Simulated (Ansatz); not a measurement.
# CdS (Greenockite) (P6_3mc) in Ansatz: further runs

The runs below take CdS (Greenockite) through band structure, with PBE, HSEsol.

All numbers are computed with Ansatz 0.2.0; they aren't measurements. Logs are shortened: lines on timing, memory, paths and dates and some standing lists are left out, and cuts for length are marked.

**The experiment to reproduce.**

From “Isotope dependence of band-gap energy”, 2008, arxiv:0807.2152, for a bulk crystal of CdS: band gap 2.5809 ± 0.0002 eV.

The results are compared with them further down.

### 1 The crystal as given

Symmetry: P6_3mc, No. 186, hexagonal system. Conventional cell: a = 4.150 Å, b = 4.150 Å, c = 6.737 Å, α = 90.00°, β = 90.00°, γ = 120.00°. Cd (site symmetry 3m) has 4 S at 2.53 to 2.54 Å as nearest neighbours. Around S (site symmetry 3m) lie 4 Cd at 2.53 to 2.54 Å.

### 2 Band structure, PBE

The input, input.yaml:

```yaml
crystal:
  lattice:
    - [4.15, 0.0, 0.0]
    - [-2.075, 3.5940054257, 0.0]
    - [0.0, 0.0, 6.737]
  atoms:
    - { symbol: Cd, position: [0.6666666667, 0.3333333333, 0.5] }
    - { symbol: Cd, position: [0.3333333333, 0.6666666667, 0.0] }
    - { symbol: S, position: [0.6666666667, 0.3333333333, 0.875] }
    - { symbol: S, position: [0.3333333333, 0.6666666667, 0.375] }
hamiltonian:
  xc: pbe
  pseudopotentials: { kind: nc, accuracy: stringent }
kpoints:
  mp_grid: { grid: [7, 7, 4] }
  band_path:
    path:
      - [[0.0, 0.0, 0.0], [0.5, 0.0, 0.0], [0.3333333333, 0.3333333333, 0.0], [0.0, 0.0, 0.0], [0.0, 0.0, 0.5], [0.5, 0.0, 0.5], [0.3333333333, 0.3333333333, 0.5], [0.0, 0.0, 0.5]]
      - [[0.5, 0.0, 0.5], [0.5, 0.0, 0.0]]
      - [[0.3333333333, 0.3333333333, 0.0], [0.3333333333, 0.3333333333, 0.5]]
    npoints: 14
scf:
  occupations: { method: fermi_dirac, width: 0.05 }
  n_extra_bands: 10
output:
  forces: true
  stress: true
  eigenvalues: true
  fatbands: false
  write_density: true
  write_potential: true
  elf: true
  volumetric_format: npy
```

Potentials or basis: PseudoDojo stringent (PBE files).

On the command line:

```
$ ansatz run input.yaml --threads 2 --pin off --max-ram 5120MiB --backend cpu --events-out ev --progress --plain --runs-dir out
```

Log:

```text
Warning: RAYON_NUM_THREADS=2 ignored (pool sized by the plan → 2); use --threads N
scf.n_extra_bands = 10 over 26 filled bands (N_el = 52.0): the run solves 36 bands
Engine: ansatz 0.2.0, aarch64-unknown-linux-gnu
Pseudopotentials: kind: nc
Pseudopotential: Cd, nc, valence charge 20, recommended cutoff 1632.683175 eV (normal), Cd.nc.azcp (PseudoDojo's, or run here from an input of PseudoDojo's; its table is named by hamiltonian.pseudopotentials.accuracy)
Pseudopotential: S, nc, valence charge 6, recommended cutoff 770 eV (normal), S.nc.azcp (PseudoDojo's, or run here from an input of PseudoDojo's; its table is named by hamiltonian.pseudopotentials.accuracy)
Functional definition: PBE
  parameter kappa = 0.804
  parameter beta = 0.06672455060314922
  exchange = pbe_x(kappa = kappa, mu = beta*pi^2/3)
  correlation = pbe_c(beta = beta)
Crystal: 4 atoms, lattice volume = 100.483 Å³
Basis set: ecut = 1632.683175 eV, 15159 PW (Γ), exchange–correlation on 120×120×180 points (8 copies of the dense FFT grid, shifted against one another)
Bands: 36, of which v1, the nominal top of the filled ones, is band 26 counted from 1 (25 counted from 0)
Symmetry: 12 space group operations
Space group: P63mc (ITA 186), of the structure as read, at distance tolerance 4.6e-5 Å
k-points: 24 of 196 (time reversal used)
Non-local potential: Cd, projectors of the file, l = 0: 2, l = 1: 2, l = 2: 2
Non-local potential: S, projectors of the file, l = 0: 2, l = 1: 2, l = 2: 2
Initial density: superposition of atomic densities (chi_scale 0.1, normalization cell, long waves kept (reshape's long-wave potential 0.00 eV rms))
Initial wavefunctions: pseudopotential atomic-orbital guess
Functional: x = pbe(κ = 0.804, μ = 0.2195149727645171), c = pbe(β = 0.06672455060314922)
SCF iter   1: F=—  HF=-10134.703824 eV  |F-HF|=—  |Δ(HF+E_count)|=         —  Δρ=3.38e-2  dr2=8.44e-1  ethr=3.10e-3  ⟨swp⟩=8.6  Hψ=4569  notcnv=0  defer=15
preconditioner: auto → Resta (q_TF=auto, 2.445 Å⁻¹)  ε∞=3.8  [insulator: Δε(μ)=1.399 eV  Ē_g=13.361 eV  σ=0.050 eV  W_gap=1.00  n_scr=22 (ndim 8)  ℏωp=22.2 eV  f_vac=0.075  D(μ)=0.00/eV (n_scr^D=0)  ε∞_Penn≈3.8]
SCF iter   2: F=—  HF=-10134.523299 eV  |F-HF|=—  |Δ(HF+E_count)|=   1.81e-1  Δρ=1.40e-2  dr2=1.57e-1  ethr=1.62e-3  ⟨swp⟩=3.0  Hψ=1607  notcnv=0  defer=60
SCF iter   3: F=—  HF=-10134.509636 eV  |F-HF|=—  |Δ(HF+E_count)|=   1.37e-2  Δρ=4.60e-3  dr2=1.90e-2  ethr=3.01e-4  ⟨swp⟩=2.8  Hψ=1115  notcnv=0  defer=60
SCF iter   4: F=—  HF=-10134.512886 eV  |F-HF|=—  |Δ(HF+E_count)|=   3.25e-3  Δρ=1.22e-3  dr2=1.38e-3  ethr=3.65e-5  ⟨swp⟩=2.7  Hψ=1555  notcnv=0  defer=60
SCF iter   5: F=—  HF=-10134.513929 eV  |F-HF|=—  |Δ(HF+E_count)|=   1.04e-3  Δρ=3.80e-4  dr2=1.75e-4  ethr=2.66e-6  ⟨swp⟩=2.6  Hψ=1392  notcnv=0  defer=60
SCF iter   6: F=—  HF=-10134.514331 eV  |F-HF|=—  |Δ(HF+E_count)|=   4.02e-4  Δρ=1.04e-4  dr2=5.36e-6  ethr=3.36e-7  ⟨swp⟩=2.0  Hψ=1232  notcnv=0  defer=60
SCF iter   7: F=—  HF=-10134.514656 eV  |F-HF|=—  |Δ(HF+E_count)|=   3.26e-4  Δρ=1.59e-5  dr2=3.00e-7  ethr=1.03e-8  ⟨swp⟩=2.3  Hψ=1451  notcnv=0  defer=60
SCF iter   8: F=-10134.514658 eV  HF=-10134.514658 eV  |F-HF|=4.35e-8  |Δ(HF+E_count)|=   1.32e-6  Δρ=4.61e-6  dr2=2.02e-8  ethr=1.92e-10  ⟨swp⟩=20.2  Hψ=8618  notcnv=0
SCF 1 converged in 8 iterations: F = -10134.514658 eV  dr2 = 2.02e-8
NSCF: frozen V_eff on 129 k-points
SCF converged after 8 iterations
Free energy (F): -10134.514658 eV
Harris-Foulkes:  -10134.514658 eV  (|F-HF|=4.35e-8)
Internal energy: -10134.514658 eV  (E = F + TS)
E sigma→0 (E₀):  -10134.514658 eV
Entropy (-TS):   -0.000000 eV (-0.000 meV/atom)
Fermi energy:    7.434780 eV
--- Per-component energies (eV) ---
  E_band       = -1017.649843
  E_kinetic    = 3577.877999
  E_local      = -11041.014397  (includes V_loc(G=0)·N_el)
  E_nonlocal   = 639.180108
  E_hartree    = 3559.615945
  E_xc         = -1487.782086
  E_vxc        = -1312.929352  (∫ρ·V_xc dr)
  E_ewald      = -5382.392226
  E_smearing   = -0.000000  (= −TS)
  E_closure    = 0.000000  (closes the sum)
  Σ components = -10134.514658   (vs F -10134.514658, Δ=0.00e0)
--- Forces (eV/Å), atoms counted from 1 ---
  atom   1  Cd    -0.00000000    -0.00000000    -0.06810530
  atom   2  Cd     0.00000000     0.00000000    -0.06810530
  atom   3  S      0.00000000    -0.00000000     0.06808675
  atom   4  S     -0.00000000     0.00000000     0.06808675
  max |Σ_I F_I| component: 3.71e-5 eV/Å
--- Stress (GPa, compression-positive) ---
        1.881210       0.000000      -0.000000
        0.000000       1.881210      -0.000000
       -0.000000       0.000000       2.518638
  P = ⅓ Tr σ = 2.0937 GPa (20.937 kbar)
--- Band table (eV; the first three rows and the last of 24) ---
  k-point 0: bands = ["-94.5227", "-94.5227", "-55.5860", "-55.5860", "-55.5859", "-55.5859", "-55.5856", "-55.5850", "-5.4849", "-5.0585", "-0.8614", "-0.8395", "-0.8395", "-0.7541", "-0.7541", "-0.4421", "-0.4421", "-0.3529", "-0.3529", "-0.0181", "2.4820", "6.0517", "6.0517", "6.7634", "6.8061", "6.8061", "8.0022", "9.5988", "13.2723", "13.2723", "13.5994", "14.3714", "14.3714", "14.4879", "16.6439", "16.6439"]
  k-point 1: bands = ["-94.5227", "-94.5227", "-55.5859", "-55.5859", "-55.5859", "-55.5859", "-55.5855", "-55.5851", "-5.4209", "-5.1185", "-0.8303", "-0.8303", "-0.8156", "-0.7700", "-0.7700", "-0.4261", "-0.4261", "-0.3629", "-0.3629", "-0.2822", "3.0866", "5.7740", "6.1559", "6.1559", "6.6887", "6.6887", "8.8867", "9.6716", "13.1170", "13.3419", "13.3419", "13.8784", "14.0862", "14.0862", "17.1109", "17.1109"]
  k-point 2: bands = ["-94.5227", "-94.5227", "-55.5859", "-55.5859", "-55.5859", "-55.5859", "-55.5853", "-55.5853", "-5.2678", "-5.2678", "-0.8035", "-0.8035", "-0.8035", "-0.8035", "-0.6362", "-0.6362", "-0.3916", "-0.3916", "-0.3916", "-0.3916", "4.3602", "4.3602", "6.4157", "6.4157", "6.4157", "6.4157", "9.6484", "9.6484", "12.9843", "12.9843", "13.6202", "13.6202", "13.6202", "13.6202", "18.0150", "18.0150"]
  k-point 23: bands = ["-94.5227", "-94.5227", "-55.5863", "-55.5863", "-55.5861", "-55.5861", "-55.5852", "-55.5852", "-4.9755", "-4.9755", "-0.6808", "-0.6808", "-0.6465", "-0.6465", "-0.4622", "-0.4622", "-0.3999", "-0.3999", "0.0885", "0.0885", "2.8848", "2.8848", "4.5785", "4.5785", "5.6837", "5.6837", "11.1337", "11.1337", "12.8126", "12.8126", "13.3658", "13.3658", "15.4712", "15.4712", "17.1003", "17.1003"]
```

Run time: 75 s. Hardware: 2 threads of Arm Neoverse V2, shared host; peak memory 2.1 GiB.

What came out:

```yaml
Free_energy: -10134.5147 eV
Pressure: 2.1 GPa
Largest_force: 0.068 eV/Å
Band_gap_on_the_k_mesh: 1.20 eV, direct
Band_gap_along_the_path: 1.20 eV, direct
```

Forces on the atoms (eV/Å):
```
Cd   0.000  0.000 -0.068
Cd   0.000  0.000 -0.068
S    0.000  0.000  0.068
S    0.000  0.000  0.068
```

Levels at the corners of the path, in eV from the valence-band top:
| point | band 24 | band 25 | band 26 | band 27 | band 28 | band 29 |
| --- | --- | --- | --- | --- | --- | --- |
| Γ | -0.04 | 0.00 | 0.00 | 1.20 | 2.79 | 6.47 |
| M | -1.84 | -1.28 | -0.72 | 3.70 | 3.89 | 5.11 |
| K | -1.82 | -1.82 | -1.59 | 4.66 | 5.07 | 5.07 |
| Γ | -0.04 | 0.00 | 0.00 | 1.20 | 2.79 | 6.47 |
| A | -0.39 | -0.39 | -0.39 | 2.84 | 2.84 | 6.18 |
| L | -1.31 | -1.31 | -1.31 | 3.48 | 3.48 | 5.39 |
| H | -2.37 | -1.10 | -1.10 | 4.39 | 4.39 | 6.10 |
| A | -0.39 | -0.39 | -0.39 | 2.84 | 2.84 | 6.18 |
| L | -1.31 | -1.31 | -1.31 | 3.48 | 3.48 | 5.39 |
| M | -1.84 | -1.28 | -0.72 | 3.70 | 3.89 | 5.11 |
| K | -1.82 | -1.82 | -1.59 | 4.66 | 5.07 | 5.07 |
| H | -2.37 | -1.10 | -1.10 | 4.39 | 4.39 | 6.10 |

### 3 Band structure, HSEsol

input.yaml: that of step 2 with these lines changed.

```diff
@@ -11,6 +11,9 @@
 hamiltonian:
-  xc: pbe
-  pseudopotentials: { kind: nc, accuracy: stringent }
+  xc:
+    exchange: hjs_pbesol
+    correlation: pbesol
+    exx: { coeff: 0.25, omega: 0.207 }
+  pseudopotentials: { kind: paw }
 kpoints:
-  mp_grid: { grid: [7, 7, 4] }
+  mp_grid: { grid: [4, 4, 3] }
   band_path:
@@ -20,3 +23,3 @@
       - [[0.3333333333, 0.3333333333, 0.0], [0.3333333333, 0.3333333333, 0.5]]
-    npoints: 14
+    npoints: 4
 scf:
```

Potentials or basis: Ansatz PAW.

On the command line:

```
$ ansatz run input.yaml --threads 2 --pin off --max-ram 5632MiB --backend cpu --events-out ev --progress --plain --runs-dir out
```

Log:

```text
Warning: output.stress: scf.convergence.dr2_threshold = 1e-7 eV (the SCF's general default) is looser than the 4e-10 eV advised for a printed stress (1e-10 eV for each atom of the cell: 4). What an SCF threshold leaves in a stress goes as its square root, and in the free energy as the threshold itself, and one threshold admits the most on a small cell: of the crystals measured, under no hybrid functional and no lock of the moments, on runs that ended without the residual-converged pass, on stresses that held no estimate of that error, the worst erred by over 100 MPa in a component at 1e-7 eV an atom and by under 5 at 1e-10. Set scf.convergence.dr2_threshold to 4e-10 eV or tighter. The threshold is an SCF's pass mark: one that does not reach it within its budget of iterations ends unconverged, or closes short of it on a stop that the run arms, and scf.convergence.dr2_threshold's page says what that costs each kind of run
Warning: output.stress: scf.exx.energy_threshold = 1e-6 eV is looser than the 4e-8 eV advised for a stress under a hybrid functional (1e-8 eV for each atom of the cell: 4). Every SCF of the exchange loop can meet its threshold on dr2 while the loop round them stops early: no threshold on dr2 bounds what that leaves in the stress. Set scf.exx.energy_threshold to 4e-8 eV or tighter. The threshold is the loop's pass mark: a loop that does not reach it within its budget of cycles ends unconverged, and scf.exx.energy_threshold's page has the law
Warning: RAYON_NUM_THREADS=2 ignored (pool sized by the plan → 2); use --threads N
scf.n_extra_bands = 10 over 26 filled bands (N_el = 52.0): the run solves 36 bands
[... 1 set-up line as earlier in the session ...]
Pseudopotentials: kind: paw
Pseudopotential: Cd, paw, valence charge 20, recommended cutoff 420 eV (normal), Cd.paw.azcp
Pseudopotential: S, paw, valence charge 6, recommended cutoff 420 eV (normal), S.paw.azcp
Functional definition: unnamed
  parameter a_1 = 0.25
  parameter omega_1 = 0.207/angstrom
  exchange = pbe_x(mu = 0.12345679012345678) + (-a_1)*hjs_pbesol_x_sr(omega_1) + a_1*exact_x_sr(omega_1)
  correlation = pbe_c(beta = 0.046)
Crystal: 4 atoms, lattice volume = 100.483 Å³
Basis set: ecut = 420 eV, 1973 PW (Γ), exchange–correlation on 60×60×96 points (8 copies of the dense FFT grid, shifted against one another)
Bands: 36, of which v1, the nominal top of the filled ones, is band 26 counted from 1 (25 counted from 0)
[... 2 set-up lines as earlier in the session ...]
k-points: 8 of 48 (time reversal used)
Non-local potential: Cd, projectors of the file, l = 0: 3, l = 1: 2, l = 2: 2, l = 3: 1
[... 1 set-up line as earlier in the session ...]
PAW form: soft (Blöchl's): semilocal exchange-correlation on the pseudo side does not see the compensation charge
[... 50 lines left out ...]
Fermi energy:    7.070802 eV
--- Per-component energies (eV) ---
  E_band       = -1151.844236
  E_kinetic    = 1224.393704
  E_local      = -8082.970931  (includes V_loc(G=0)·N_el)
  E_nonlocal   = 132.487781
  E_hartree    = 3709.896977
  E_xc         = -434.499870
  E_vxc        = -489.652131  (∫ρ·V_xc dr)
  E_exx        = -199.177534  (= α·E_x^exact, valence–valence)
  E_paw        = -9164.580455  (= ΣΔE_a)
  E_vpaw       = -957.547642  (= ΣTr[D̂ρ^β])
  E_aug_tail   = 0.000029  (compensation charges beyond the density's cutoff)
  E_ewald      = -5382.392226
  E_core_change = -0.788712  (= ΣΔE_core)
  E_smearing   = -0.000000  (= −TS)
  E_closure    = -0.000000  (closes the sum)
  Σ components = -18197.631238   (vs F -18197.631238, Δ=0.00e0)
--- Forces (eV/Å), atoms counted from 1 ---
  atom   1  Cd    -0.00000000    -0.00000000    -0.05994005
  atom   2  Cd    -0.00000000     0.00000000    -0.05994005
  atom   3  S     -0.00000000    -0.00000000     0.05985946
  atom   4  S      0.00000000     0.00000000     0.05985946
  max |Σ_I F_I| component: 1.61e-4 eV/Å
--- Stress (GPa, compression-positive) ---
       -1.335189       0.000000      -0.000000
        0.000000      -1.335189       0.000000
       -0.000000       0.000000      -0.979801
  P = ⅓ Tr σ = -1.2167 GPa (-12.167 kbar)
--- Band table (eV; the first three rows and the last of 8) ---
  k-point 0: bands = ["-100.2402", "-100.2402", "-59.9856", "-59.9855", "-59.9855", "-59.9855", "-59.9855", "-59.9854", "-7.4820", "-7.0233", "-2.8373", "-2.8149", "-2.8149", "-2.7277", "-2.7277", "-2.4071", "-2.4071", "-2.3214", "-2.3214", "-1.9407", "1.3323", "5.1858", "5.1858", "5.9720", "6.0096", "6.0096", "8.0856", "9.7640", "13.5372", "13.5372", "13.8817", "14.7205", "14.7205", "14.7825", "16.9619", "16.9619"]
  k-point 1: bands = ["-100.2401", "-100.2401", "-59.9855", "-59.9855", "-59.9855", "-59.9855", "-59.9855", "-59.9854", "-7.3630", "-7.1322", "-2.7979", "-2.7979", "-2.7544", "-2.7544", "-2.7366", "-2.3815", "-2.3815", "-2.3429", "-2.3385", "-2.3385", "2.4009", "4.4579", "5.3815", "5.3815", "5.7928", "5.7928", "9.3323", "9.8775", "13.1746", "13.6697", "13.6697", "13.7887", "14.2228", "14.2228", "17.7503", "17.8426"]
  k-point 2: bands = ["-100.2402", "-100.2402", "-59.9857", "-59.9856", "-59.9855", "-59.9855", "-59.9854", "-59.9854", "-7.2767", "-6.9448", "-2.7717", "-2.7489", "-2.6570", "-2.6246", "-2.5990", "-2.4438", "-2.3943", "-2.3716", "-2.3053", "-1.8061", "1.7328", "3.4120", "3.9840", "4.5500", "5.4826", "5.6136", "9.9243", "11.0298", "12.5039", "13.4277", "14.1310", "14.4799", "15.1266", "15.5379", "15.9538", "16.9759"]
  k-point 7: bands = ["-100.2402", "-100.2402", "-59.9858", "-59.9857", "-59.9855", "-59.9855", "-59.9854", "-59.9854", "-6.9972", "-6.9258", "-2.6883", "-2.6756", "-2.6199", "-2.5797", "-2.4417", "-2.4401", "-2.3562", "-2.3558", "-2.0013", "-1.8139", "1.8133", "2.1431", "3.5325", "4.1413", "4.3099", "4.9475", "11.1576", "11.6627", "12.7349", "12.9794", "13.5130", "14.0468", "15.2231", "15.9174", "17.4580", "17.8706"]
```

rho_z.tsv:

```text
# z_ang	rho[e/angstrom^3]
# format = ansatz-planar-average/11
# lattice	4.150000000	0.000000000	0.000000000
# lattice	-2.075000000	3.594005426	0.000000000
# lattice	0.000000000	0.000000000	6.737000000
# sites	4
# site	48	2.075000000	1.198001809	3.368500000
# site	48	0.000000000	2.396003617	0.000000000
# site	16	2.075000000	1.198001809	5.894875000
# site	16	0.000000000	2.396003617	2.526375000
0.000000	1.505540e0
0.140354	1.363617e0
0.280708	1.067423e0
0.421063	7.242169e-1
0.561417	4.328948e-1
0.701771	2.399985e-1
[... 40 lines left out ...]
6.456292	1.215582e0
6.596646	1.442737e0
```

Run time: 3.2 min. Hardware: 2 threads of Arm Neoverse V2, shared host; peak memory 1.1 GiB.

What came out:

- Free energy: -18197.6312 eV
- Pressure: -1.2 GPa
- Largest force: 0.060 eV/Å
- Band gap on the k mesh: 2.08 eV, direct
- Band gap along the path: 2.08 eV, direct

Forces on the atoms (eV/Å):
```
Cd   0.000  0.000 -0.060
Cd   0.000  0.000 -0.060
S    0.000  0.000  0.060
S    0.000  0.000  0.060
```

Stress tensor (GPa, compression positive):
```
-1.34  0.00  0.00
 0.00 -1.34  0.00
 0.00  0.00 -0.98
```

Levels at the corners of the path, in eV from the valence-band top:
```tsv
point	band 23	band 24	band 25	band 26	band 27	band 28	band 29	band 30
Γ	-0.82	-0.04	0.00	0.00	2.08	3.75	7.53	7.53
M	-2.83	-2.00	-1.39	-0.79	4.73	4.81	5.97	7.55
K	-3.30	-1.99	-1.99	-1.74	5.44	6.29	6.29	8.07
Γ	-0.82	-0.04	0.00	0.00	2.08	3.75	7.53	7.53
A	-0.43	-0.43	-0.43	-0.43	3.80	3.80	7.20	7.20
L	-1.43	-1.43	-1.41	-1.41	4.38	4.38	6.40	6.40
H	-2.59	-2.59	-1.19	-1.19	5.43	5.43	6.99	6.99
A	-0.43	-0.43	-0.43	-0.43	3.80	3.80	7.20	7.20
L	-1.43	-1.43	-1.41	-1.41	4.38	4.38	6.40	6.40
M	-2.83	-2.00	-1.39	-0.79	4.73	4.81	5.97	7.55
K	-3.30	-1.99	-1.99	-1.74	5.44	6.29	6.29	8.07
H	-2.59	-2.59	-1.19	-1.19	5.43	5.43	6.99	6.99
```

Caveat: the k mesh is coarse (spacing up to 0.44 Å⁻¹), so the values aren't converged, least of all with exact exchange; the PAW data sets come from PBE, with cores solved anew for the run's functional, which leaves a small shift of forces and pressure; the thresholds are loose for stress.

### 4 How close it comes

Step 2. Against the measured gap of CdS, 2.5809 eV (quoted in “Isotope dependence of band-gap energy”, 2008, arxiv:0807.2152), the calculated 1.20 eV is off by -1.38 eV. So large a miss can be the level of theory's own, or it may mean another phase, state or a wrong row. Spin-orbit coupling on Cd is left out. The value is that of PBE, without temperature or zero-point motion. Semilocal functionals fall short of measured gaps as a rule.
